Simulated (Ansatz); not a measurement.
## Field gradients at the nuclei in NaCl

The cell is a Materials Project structure (computed, not necessarily an observed phase).

Space group P-62m (No. 189); a = 6.7996, c = 7.0948 Å, γ = 120.00°.

```csv
site,Wyckoff,site symmetry,x,y,z
Na1,3g,m2m,0.0000,0.6692,0.5000
Na4,3f,m2m,0.0000,0.3366,0.0000
Cl7,4h,3..,0.6667,0.3333,0.2504
Cl11,2e,3.m,0.0000,0.0000,0.7509
```

One atom of each set is listed.

Computed with Ansatz: DFT, r2SCAN, plane waves and PAW, scalar-relativistic, 500 eV cutoff, Γ-centred 5×5×4 k-points, Fermi–Dirac smearing 0.02 eV.

Conventions: |V_zz| ≥ |V_yy| ≥ |V_xx|, η = (V_xx − V_yy)/V_zz, C_Q = eQV_zz/h.

²³Na: I = 3/2, Q = 104.0 mb; ³⁵Cl: I = 3/2, Q = -81.12 mb. Nuclear quadrupole moments: year-2017 set (Pyykkö).

(1) Which values are expected at the nuclei?

Results:

(1) 

| site | atoms | first shell | V_xx, V_yy, V_zz (10²¹ V/m²) | η | C_Q (MHz) |
| --- | --- | --- | --- | --- | --- |
| Na1 | 3 | 6 Cl at 2.87–2.88 Å | 0.16, 0.22, -0.39 | 0.15 | -0.970 |
| Na4 | 3 | 6 Cl at 2.87–2.89 Å | 0.16, 0.23, -0.39 | 0.19 | -0.971 |
| Cl7 | 4 | 6 Na at 2.87–2.88 Å | 0.21, 0.21, -0.42 | 0.00 | 0.815 |
| Cl11 | 2 | 6 Na at 2.87–2.89 Å | 0.22, 0.22, -0.44 | 0.00 | 0.862 |

An axis of threefold or higher order runs through Cl7 and Cl11, so V_zz lies along it and η is zero.
